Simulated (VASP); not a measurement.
Runs of VASP 6.6.1 on Hf. It takes space group Pm-3m (No. 221, cubic). Conventional cell: a = 3.063 Å, b = 3.063 Å, c = 3.063 Å, α = 90.00°, β = 90.00°, γ = 90.00°. Around Hf (site symmetry m-3m) lie 6 Hf at 3.06 Å. This isn't the form of Hf at room conditions, which is hcp.

| task | cell | k mesh | cutoff (eV) | gap on the mesh (eV) | pressure (GPa) |
| --- | --- | --- | --- | --- | --- |
| single point | Pm-3m, 28.73 Å³/atom | 12 × 12 × 12 | 520 | none | -6.7 |
| single point | Pm-3m, 27.7 Å³/atom | 12 × 12 × 12 | 520 | none | -4.9 |
| single point | Pm-3m, 25.65 Å³/atom | 17 × 17 × 17 | 520 | none | (a) |
| relaxation of cell and atoms | relaxed | 11 × 11 × 11 | 600 | none | 0.0 |
| single point | Pm-3m, 25.65 Å³/atom | 11 × 11 × 11 | 520 | none | -0.3 |

Alike in all rows: level RPBE; potentials or basis VASP PAW PBE potentials, release 64 (Hf_pv); no spin polarisation; smearing fermi-dirac 0.1 eV.

Question: Estimate the missing entries.

Answer: (a) 0.2.

Caveats: the PAW data sets were made with another functional, which shifts forces and pressure a little.

A k mesh can miss the band edges, and the runs leave out spin-orbit coupling on Hf.

A gap of «none» marks a metal or a gap under the smearing width.
